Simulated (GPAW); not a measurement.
Write an ASE script for GPAW 26.7.0 that does the following.

| Property | Result |
| --- | --- |
| Task | single point |
| Functional | PBE |
| Potentials or basis | GPAW PAW data sets (gpaw-data 1.2.1) |
| Cutoff | 600 eV |
| Basis | pw |
| k mesh | 8 × 8 × 4 |
| Occupations | fermi-dirac, width 0.05 eV |
| Spin | no spin polarisation |
| Maxiter | 120 |
| Convergence | default |

The system is SiC (Moissanite).

```xyz
4
Lattice="3.0760 0.0000 0.0000 -1.5380 2.6639 0.0000 0.0000 0.0000 5.0480" Properties=species:S:1:pos:R:3 pbc="T T T"
Si    1.5380    0.8880    2.5240
Si    0.0000    1.7759    0.0000
C     1.5380    0.8880    4.4675
C     0.0000    1.7759    1.9435
```

These files were run (other wordings do the same):

run.py

```python
from ase import Atoms
from ase.dft.bandgap import bandgap
from ase.io import write
from ase.units import GPa
from gpaw import GPAW, PW

atoms = Atoms(['Si', 'Si', 'C', 'C'],
              cell=[[3.076, 0.0, 0.0],
                    [-1.538, 2.663894142, 0.0],
                    [0.0, 0.0, 5.048]],
              scaled_positions=[[0.6666666667, 0.3333333333, 0.5],
                                [0.3333333333, 0.6666666667, 0.0],
                                [0.6666666667, 0.3333333333, 0.885],
                                [0.3333333333, 0.6666666667, 0.385]],
              pbc=True)

calc = GPAW(mode=PW(600),
            xc='PBE',
            kpts={'size': (8, 8, 4), 'gamma': True},
            occupations={'name': 'fermi-dirac', 'width': 0.05},
            nbands=18,
            maxiter=120,
            txt='gpaw.txt')
atoms.calc = calc
energy = atoms.get_potential_energy()
forces = atoms.get_forces()
stress = atoms.get_stress()
calc.write('gs.gpw')
write('result.traj', atoms)
print(f'Energy: {energy:.6f} eV')
print('Forces (eV/A):')
print(forces.round(4))
print('Stress (GPa):', (stress / GPa).round(3))
print('Fermi level:', round(calc.get_fermi_level(), 4), 'eV')
print(f'Gap: {bandgap(calc)[0]:.4f} eV, direct: {bandgap(calc, direct=True)[0]:.4f} eV')
```

Potentials or basis: GPAW PAW data sets (gpaw-data 1.2.1), pw.

Run with:

```bash
$ OMP_NUM_THREADS=1 python run.py
```

Results of the run:

- Pressure: 5.2 GPa
- Largest force: 0.770 eV/Å
- Band gap on the k mesh: 2.57 eV, indirect (least direct gap 4.07 eV)

Caveat: the cutoff is short for stress and forces, so pressures can be off by a GPa or more.

Wall time 7 s on 1 thread of AMD EPYC 9R45 96-Core Processor (Zen 5), on a shared host, peak memory 0.16 GiB.
